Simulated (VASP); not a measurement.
SnS2, 3 atoms in the cell. The cell holds a slab with vacuum, 3 atoms: a = 3.663 Å, b = 3.663 Å, c = 20.934 Å, α = 90.00°, β = 90.00°, γ = 120.00°. 

| Property | Result |
| --- | --- |
| Program | VASP 6.6.1 |
| Task | band structure |
| Functional | PBE |
| Dispersion | D3(BJ) |
| Potentials or basis | VASP PAW PBE potentials, release 64 (S, Sn_d) |
| Cutoff | 520 eV |
| k mesh | 12 × 12 × 1 |
| Occupations | gaussian, width 0.03 eV |
| Spin | no spin polarisation |
| Dipole correction | yes |
| Further INCAR settings | ALGO = Fast; EDIFF = 1e-06; NBANDS = 20 |

Potentials or basis: VASP PAW PBE potentials, release 64 (S, Sn_d).

Launch:

```console
$ cat potpaw_PBE.64/S/POTCAR potpaw_PBE.64/Sn_d/POTCAR > POTCAR
$ mpirun -np 1 vasp_std > vasp.out
```

Hardware: 1 thread of Intel(R) Xeon(R) Platinum 8488C (Sapphire Rapids) (shared host).

Task: Estimate the wall time of this run.

Result: It took 5.4 min on 1 thread of Intel(R) Xeon(R) Platinum 8488C (Sapphire Rapids), on a shared host, peak memory 0.45 GiB. Counts: scf iterations 55, k points 19.
